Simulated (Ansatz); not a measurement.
# CaSe (rocksalt type): the cost of one run

Program: Ansatz 0.2.0. Level of theory: DFT PBE, with the methods named in each step. These are calculated values, not measurements.

1 further run of the same task is left out (it didn't finish). Runs told in other sessions of the task aren't counted.

## 1. The structure to begin with

It takes space group Fm-3m (No. 225, cubic). Conventional cell: a = 5.958 Å, b = 5.958 Å, c = 5.958 Å, α = 90.00°, β = 90.00°, γ = 90.00°. Around Ca (site symmetry m-3m) lie 6 Se at 2.98 Å. Around Se (site symmetry m-3m) lie 6 Ca at 2.98 Å.

Structure file:

```cif
data_structure
_symmetry_space_group_name_H-M 'P 1'
_symmetry_Int_Tables_number 1
_cell_length_a 4.2129
_cell_length_b 4.2129
_cell_length_c 4.2129
_cell_angle_alpha 60.000
_cell_angle_beta 60.000
_cell_angle_gamma 60.000
_cell_volume 52.87
loop_
_atom_site_label
_atom_site_type_symbol
_atom_site_fract_x
_atom_site_fract_y
_atom_site_fract_z
_atom_site_occupancy
Ca1 Ca 0.00000 0.00000 0.00000 1
Se1 Se 0.50000 0.50000 0.50000 1
```

Whether this phase is the stable one at these pressures isn't tested.

Atoms are numbered in the order of the input: Ca1, Se2.

## 2. The reference volume, LAPW

Input file input.yaml:

```yaml
crystal:
  lattice:
    - [0.0, 2.9789654395, 2.9789654395]
    - [2.9789654395, 0.0, 2.9789654395]
    - [2.9789654395, 2.9789654395, 0.0]
  atoms:
    - { symbol: Ca, position: [0.0, 0.0, 0.0] }
    - { symbol: Se, position: [0.5, 0.5, 0.5] }
kpoints:
  mp_grid: { grid: [12, 12, 12] }
  band_path:
    path:
      - [0.0, 0.0, 0.0]
      - [0.5, 0.0, 0.5]
      - [0.625, 0.25, 0.625]
      - [0.375, 0.375, 0.75]
      - [0.0, 0.0, 0.0]
      - [0.5, 0.5, 0.5]
      - [0.5, 0.25, 0.75]
      - [0.5, 0.0, 0.5]
    npoints: 14
scf:
  occupations: { method: fermi_dirac, width: 0.08 }
hamiltonian:
  xc: pbe
  pseudopotentials: { kind: all_electron, lapw: { basis_error: 0.001 } }
output:
  forces: true
  stress: true
  eigenvalues: true
  populations: true
  dos: { projected: true, de: 0.2, e_range: [-14, 8] }
```

Run with:

```bash
$ ansatz run input.yaml --threads 1 --pin off --max-ram 2048MiB --backend cpu --events-out ev --progress --plain --runs-dir out
```

**Question.** How long does this run take on 1 thread of Arm Neoverse V1, shared host, and how much memory does it need?

About 17 s, with a peak of 0.33 GiB.
